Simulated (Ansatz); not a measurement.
A sound run on Gd (Im-3m), parallel moments (DFT, PBE, PAW with Ansatz's default frozen-core files, scalar-relativistic (Ansatz)):

```yaml
crystal:
  lattice:
    - [4.05, 0.0, 0.0]
    - [0.0, 4.05, 0.0]
    - [2.025, 2.025, 6.075]
  atoms:
    - { symbol: Gd, position: [0.0, 0.0, 0.0], spin: 7.0 }
    - { symbol: Gd, position: [0.3333333333, 0.3333333333, 0.3333333333], spin: 7.0 }
    - { symbol: Gd, position: [0.6666666667, 0.6666666667, 0.6666666667], spin: 7.0 }
magnetization:
  spin_polarized: true
kpoints:
  mp_grid: { grid: [8, 8, 8] }
scf:
  occupations: { method: fermi_dirac, width: 0.03 }
hamiltonian:
  xc: pbe
  pseudopotentials: { kind: paw }
output:
  forces: true
  stress: true
  eigenvalues: true
  populations: true
```

It converged in 11 iterations. Site moments (μB): Gd1 7.37, Gd2 7.37, Gd3 7.37. Cell moment 23.03 μB. Pressure -0.09 GPa.

The input is then changed, output keys apart:

```diff
-  mp_grid: { grid: [8, 8, 8] }
+  mp_grid: { grid: [8, 8, 8], kspacing: 0.3 }
+  max_iter: 50
```

Q: What does the program do with it?

A: The program refused the input. The fault put in on purpose is a mesh with a zero or a mesh and a spacing; the log may name another complaint first.
```
Error: invalid value for `kpoints.mp_grid.kspacing`: mutually exclusive with `grid` — set one or the other
```
